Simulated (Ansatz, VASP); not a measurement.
WS2: VASP beside Ansatz

INCAR

```
SYSTEM = WS2
ALGO = Normal
EDIFF = 1E-7
ENCUT = 520
GGA = PS
ISIF = 2
ISMEAR = -1
LASPH = .TRUE.
LCHARG = .FALSE.
LREAL = .FALSE.
LWAVE = .FALSE.
NBANDS = 20
NELM = 100
PREC = Accurate
SIGMA = 0.05
```

KPOINTS

```
k-points
0
G
  10 10 10
  0 0 0
```

POSCAR

```
WS2
1.0
    1.5997786986      0.9236326623      6.2444391255
   -1.5997786986      0.9236326623      6.2444391255
    0.0000000000     -1.8472653246      6.2444391255
W S
1 2
Direct
    0.0000000000      0.0000000000      0.0000000000
    0.5810000000      0.5810000000      0.5810000000
    0.7503000000      0.7503000000      0.7503000000
```

File input.yaml:

```yaml
crystal:
  lattice:
    - [1.5997786986, 0.9236326623, 6.2444391255]
    - [-1.5997786986, 0.9236326623, 6.2444391255]
    - [0.0, -1.8472653246, 6.2444391255]
  atoms:
    - { symbol: W, position: [0.0, 0.0, 0.0] }
    - { symbol: S, position: [0.581, 0.581, 0.581] }
    - { symbol: S, position: [0.7503, 0.7503, 0.7503] }
kpoints:
  mp_grid: { grid: [10, 10, 10] }
scf:
  occupations: { method: fermi_dirac, width: 0.05 }
hamiltonian:
  xc: pbesol
  pseudopotentials: { kind: all_electron, lapw: { basis_error: 0.001 } }
output:
  forces: true
  stress: true
  eigenvalues: true
```

Change from the starting cell: volume scaled by 1.04.

Alike in both runs: task single point; functional PBEsol; k mesh 10 × 10 × 10; occupations fermi-dirac, width 0.05 eV; no spin polarisation.

|  | VASP | Ansatz |
| --- | --- | --- |
| version | VASP 6.6.1 | Ansatz 0.2.0 |
| potentials or method | VASP PAW PBE potentials, release 64 (W_sv, S) | all-electron LAPW, scalar-relativistic |
| plane-wave cutoff (eV) | 520 | see its input |

VASP gave:

| Property | Result |
| --- | --- |
| gap on the k mesh at the Fermi level (eV) | 1.07 |
| least direct gap on the mesh (eV) | 2.12 |
| pressure (GPa) | -6.5 |
| largest component of the traceless stress (GPa) | 0.32 |
| rms of the force components (eV/Å) | 0.402 |

Q: Which values does Ansatz return?

A: gap on the k mesh at the Fermi level (eV): 1.06; least direct gap on the mesh (eV): 2.12; pressure (GPa): -6.6; largest component of the traceless stress (GPa): 0.28; rms of the force components (eV/Å): 0.407.

Atom by atom the forces differ by 0.007 eV/Å (rms over components). Ansatz ran all-electron here, so the differences hold the error of VASP's frozen core and of both bases.

Caveats: spin-orbit coupling is left out, which moves the levels of the heavy elements; the PAW data sets were made with another functional, which shifts forces and pressure a little (VASP). A k mesh can miss the band edges.
